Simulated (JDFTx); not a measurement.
C under changes of volume

One of the cells (5.672 Å³/atom); the others are scaled copies at fixed shape and fractional positions:

```xyz
2
Lattice="0.0000 1.7834 1.7834 1.7834 0.0000 1.7834 1.7834 1.7834 0.0000" Properties=species:S:1:pos:R:3 pbc="T T T"
C     2.6751    2.6751    2.6751
C     1.7834    1.7834    1.7834
```

This isn't the form of C at room conditions, which is graphite.

```yaml
Program: JDFTx 1.7.0 (patched build)
Functional: r2SCAN
Potentials_or_basis: SG15-PBE-1.2
Cutoff: 1088 eV
Density_cutoff: 8708 eV
k_mesh: 13 × 13 × 13
Occupations: fermi-dirac, width 0.05 eV
Spin: no spin polarisation
```

```csv
volume (Å³/atom),energy over the lowest point (meV/atom),pressure (GPa),gap on the mesh (eV)
5.332,25.73,27.8,4.42
5.445,9.94,16.8,4.37
5.558,1.58,6.7,4.32
5.672,0.00,-2.4,4.27
5.785,4.58,-10.7,4.22
5.899,?,?,?
6.012,30.06,-25.1,4.14
```

Task: What does the run at 5.899 Å³/atom give?

Result: Energy over the lowest point 14.77 meV/atom; pressure -18.2 GPa; gap on the mesh 4.18 eV.

Worked out: A Birch-Murnaghan fit of order 3 (a polynomial in V^(-2/3)) to the other rows has its minimum at 5.64 Å³/atom with B0 = V·E''(V) = 444 GPa and B' = 3.8. It gives 14.83 meV/atom at 5.899 Å³/atom, against the run's 14.77, and -dE/dV = -18.1 GPa, against -18.2. A straight line through the other rows of the gap, of slope -2.36 eV per unit of ln V, gives 4.18 eV, against the run's 4.18.

Energies are extrapolated to zero smearing.

Caveats: the potentials were made for another functional, which shifts forces and pressure; an odd mesh through Γ misses points on the zone boundary, where band edges often lie.
